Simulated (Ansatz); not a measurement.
## PbO2 in the CdI2-type structure

Computed with Ansatz (plane waves, PAW, 420 eV cutoff): PBE, scalar-relativistic, no spin polarisation, 8×8×5 k-mesh, Gaussian smearing of 0.05 eV. The datasets are Ansatz's generated set soft_2.

```
CELL_PARAMETERS angstrom
3.41554 0.00000 0.00000
-3.41554 5.91588 0.00000
0.00000 0.00000 5.31751
ATOMIC_POSITIONS crystal
Pb 0.00000 0.00000 0.00000
O 0.33333 0.33333 0.19958
O 0.66667 0.16667 0.80042
Pb 0.00000 0.50000 0.00000
O 0.33333 0.83333 0.19958
O 0.66667 0.66667 0.80042
```

This is a trial structure; measured cells of the compound in the Crystallography Open Database are in space groups Pbcn, P42/mnm.

The cell above (space group P-3m1 at a tolerance of 0.05 Å) comes from a relaxation within its symmetry on a finer mesh. All atoms were then moved at random (spread 0.10 Å) and the cell was relaxed without symmetry.

Q: What does it relax into?

A: Nothing lower is found: the energy ends within 0.1 meV/atom of the undisturbed cell, though at a tolerance of 0.05 Å the end reads as C2/m, so the landscape is flat or the relaxation stopped short. The test covers only distortions that fit this cell.

 Spin–orbit coupling, which matters for such heavy elements, is left out. The structure is built of weakly bound layers, and this functional has no dispersion term, so their spacing and all that hangs on it (volume, the soft elastic constants, low modes, dielectric constants) are poorly given. The k-mesh is coarse, so small energy differences aren't converged.
